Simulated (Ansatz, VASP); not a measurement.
## AlN in VASP and in Ansatz

```xyz
4
Lattice="3.2453 0.0000 0.0000 -1.6226 2.8105 0.0000 0.0000 0.0000 5.2006" Properties=species:S:1:pos:R:3 pbc="T T T"
Al    0.0000    1.8736   -0.0146
Al    1.6226    0.9368    2.5857
N     0.0000    1.8736    1.9648
N     1.6226    0.9368    4.5651
```

Change from the starting cell: hydrostatic strain +4.5%.

Alike in both runs: task single point; functional r2SCAN; k mesh 12 × 12 × 6; no spin polarisation.

|  | VASP | Ansatz |
| --- | --- | --- |
| version | VASP 6.6.1 | Ansatz 0.2.0 |
| potentials or method | VASP PAW PBE potentials, release 64 (Al, N) | plane waves, PAW |
| plane-wave cutoff (eV) | 520 | 500 |
| occupations | gaussian, width 0.01 eV | fixed |
| valence electrons in the cell | 16 | 16 |

Ansatz gave:

| Quantity | Value |
| --- | --- |
| gap on the k mesh at the Fermi level (eV) | 3.73 |
| pressure (GPa) | -21.4 |
| largest component of the traceless stress (GPa) | 1.12 |

**Question.** Which values does VASP return?

**Answer.** gap on the k mesh at the Fermi level (eV): 3.77; pressure (GPa): -21.8; largest component of the traceless stress (GPa): 1.13.

Caveats: so large a pressure means that the cell lies far from this level's equilibrium, or that cutoff or potentials fall short (VASP); the potentials were made for another functional, which shifts forces and pressure (VASP). A k mesh can miss the band edges.
